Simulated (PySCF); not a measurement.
# C2H4O2: the cost of one run

Programs: PySCF 2.14.0, with density-fitted response routines of our own. Each step states its level of theory. These are calculated values for one molecule in the gas phase, unless marked as measured. Atoms count from 0, in the outputs and in this text.

### 1 Starting geometry

8 atoms, charge 0, multiplicity 1; geometry from: GFN2-xTB. The atoms were then displaced at random by about 0.01 Å, so the start is not that level's minimum.

Bonds of the start (Å): C0–C1 1.48, C1–O2 1.20, C1–O3 1.36, C0–H4 1.07, C0–H5 1.12, C0–H6 1.08, O3–H7 0.95.

### 2 Geometry optimisation at PBE0-D3(BJ)/def2-SVP

Job settings and geometry (Å):

```
{"job": {"xc": "PBE0", "basis": "def2-SVP", "d3": "d3bj", "grid": 1, "shake": 0.01, "kind": "geom"}, "charge": 0, "multiplicity": 1}
C     -0.937160    -0.083360    -0.113990
C      0.480870     0.323400     0.018990
O      0.908720     1.439060    -0.057440
O      1.297900    -0.739520     0.238470
H     -1.286240    -0.564000     0.780480
H     -1.564070     0.831770    -0.298910
H     -1.053050    -0.758290    -0.944490
H      2.208170    -0.468210     0.324430
```

Command:

```bash
$ OMP_NUM_THREADS=1 python probes_run.py task.json out
```

The driver reads the jobs from task.json and runs them one after another.

**Question.** How long does this first job take on 1 thread of Arm Neoverse N1, shared host, and how much memory does it need?

About 16 s, with a peak of 0.32 GiB.
